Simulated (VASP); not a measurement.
## A VASP 6.6.1 single-point calculation on GaSb

INCAR

```
NELM = 98
NBANDS = 16
ISMEAR = -1
GGA = PE
SIGMA = 0.02
ENCUT = 520
LASPH = .TRUE.
LREAL = .FALSE.
IBRION = -1
ALGO = Eigenval
ISIF = 2
NSW = 0
LWAVE = .FALSE.
PREC = Accurate
EDIFF = 1E-7
LCHARG = .FALSE.
```

KPOINTS

```
KPOINTS created by Atomic Simulation Environment
0
Gamma
8 8 8
0 0 0
```

POSCAR

```
Ga Sb
 1.0000000000000000
     0.0000000000000000    3.1578613668000002    3.0658848221000001
     3.1578613668000002    0.0000000000000000    3.0658848221000001
     3.1578613668000002    3.1578613668000002    0.0000000000000000
 Ga  Sb
   1   1
Cartesian
  0.0000000000000000  0.0000000000000000  0.0000000000000000
  1.5789306834000001  1.5789306834000001  1.5329424110500001
```

The recommended PBE PAW datasets give the neutral cell 18 valence electrons.

Command

```
mpirun -np 1 vasp_std
```

OSZICAR

```
N       E                     dE             d eps       ncg     rms          rms(c)
EIG:   1     0.115376838226E+04    0.11538E+04    0.00000E+00     0   0.000E+00
EIG:   2     0.115376838226E+04   -0.42292E-10    0.00000E+00     0   0.000E+00
EIG:   3     0.115376838226E+04    0.90949E-11    0.00000E+00     0   0.000E+00
EIG:   4     0.115376838226E+04    0.16826E-10    0.00000E+00     0   0.000E+00
EIG:   5     0.115376838226E+04    0.13642E-11    0.00000E+00     0   0.000E+00    0.109E+02
EIG:   6     0.157454645357E+04    0.42078E+03    0.00000E+00     0   0.000E+00    0.675E+01
EIG:   7     0.188006608243E+04    0.30552E+03    0.00000E+00     0   0.000E+00    0.903E+00
EIG:   8     0.188429777059E+04    0.42317E+01    0.00000E+00     0   0.000E+00    0.457E-01
EIG:   9     0.188430681764E+04    0.90471E-02    0.00000E+00     0   0.000E+00    0.396E-01
EIG:  10     0.188431393032E+04    0.71127E-02    0.00000E+00     0   0.000E+00    0.194E-02
EIG:  11     0.188431395443E+04    0.24118E-04    0.00000E+00     0   0.000E+00    0.375E-03
EIG:  12     0.188431395533E+04    0.90104E-06    0.00000E+00     0   0.000E+00    0.788E-04
EIG:  13     0.188431395536E+04    0.26455E-07    0.00000E+00     0   0.000E+00
   1 F= 0.18843140E+04 E0= 0.18843145E+04  d E =-.109787E-02
```

It converged. Results: gap between bands v and c on the k mesh -40.62 eV (bands overlap: a metal); least direct gap on the k mesh -13.56 eV; pressure 372.1 GPa. Band v is the last that the valence electrons fill when counted band by band, and c is the next.

Find the fault in these files.

No self-consistency without orbitals. On sound settings PBE gives a gap of 0.15 eV on its mesh and a pressure of -0.8 GPa for the intended cell. This run's energy (σ→0) differs from it by 945837 meV an atom.
